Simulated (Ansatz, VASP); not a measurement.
# Two plane-wave programs on Si

```
CELL_PARAMETERS angstrom
-1.56693 1.56693 1.56693
1.56693 -1.56693 1.56693
1.56693 1.56693 -1.56693
ATOMIC_POSITIONS crystal
Si 0.00000 0.00000 0.00000
```

Alike in both runs: task single point; functional RPBE; k mesh 16 × 16 × 16; occupations fermi-dirac, width 0.1 eV; no spin polarisation.

```csv
,VASP,Ansatz
version,VASP 6.6.1,Ansatz 0.2.0
potentials or method,"VASP PAW PBE potentials, release 64 (Si)","plane waves (420 eV) with PAW, scalar-relativistic"
plane-wave cutoff (eV),520,420
valence electrons in the cell,4,4
```

|  | VASP | Ansatz | Ansatz less VASP |
| --- | --- | --- | --- |
| pressure (GPa) | -3.5 | -3.1 | +0.34 |

Caveats: the PAW data sets were made with another functional, which shifts forces and pressure a little (VASP).
